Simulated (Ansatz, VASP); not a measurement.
Two plane-wave programs on Si

```
Si
1.0
     0.00000    2.72185    2.72185
     2.72185    0.00000    2.72185
     2.72185    2.72185    0.00000
Si
2
Direct
  0.50000 0.50000 0.50000
  0.75000 0.75000 0.75000
```

Alike in both runs: task single point; functional HSE(alpha, omega); k mesh 4 × 4 × 4; occupations fermi-dirac, width 0.05 eV; no spin polarisation.

|  | VASP | Ansatz |
| --- | --- | --- |
| version | VASP 6.6.1 | Ansatz 0.2.0 |
| potentials or method | VASP PAW PBE potentials, release 64 (Si) | Ansatz PAW |
| plane-wave cutoff (eV) | 520 | 420 |
| valence electrons in the cell | 8 | 8 |

VASP gave:

| Quantity | Value |
| --- | --- |
| gap on the k mesh at the Fermi level (eV) | 1.22 |
| least direct gap on the mesh (eV) | 3.20 |
| pressure (GPa) | 0.4 |

Question: Which values does Ansatz return?

Answer: gap on the k mesh at the Fermi level (eV): 1.21; least direct gap on the mesh (eV): 3.19; pressure (GPa): 0.7.

Caveats: the k mesh is coarse (spacing up to 0.50 Å⁻¹), so the values aren't converged, least of all with exact exchange; the PAW data sets were made with another functional, which shifts forces and pressure a little (VASP); the PAW data sets come from PBE, with cores solved anew for the run's functional, which leaves a small shift of forces and pressure (Ansatz); the thresholds are loose for stress (Ansatz). A k mesh can miss the band edges.
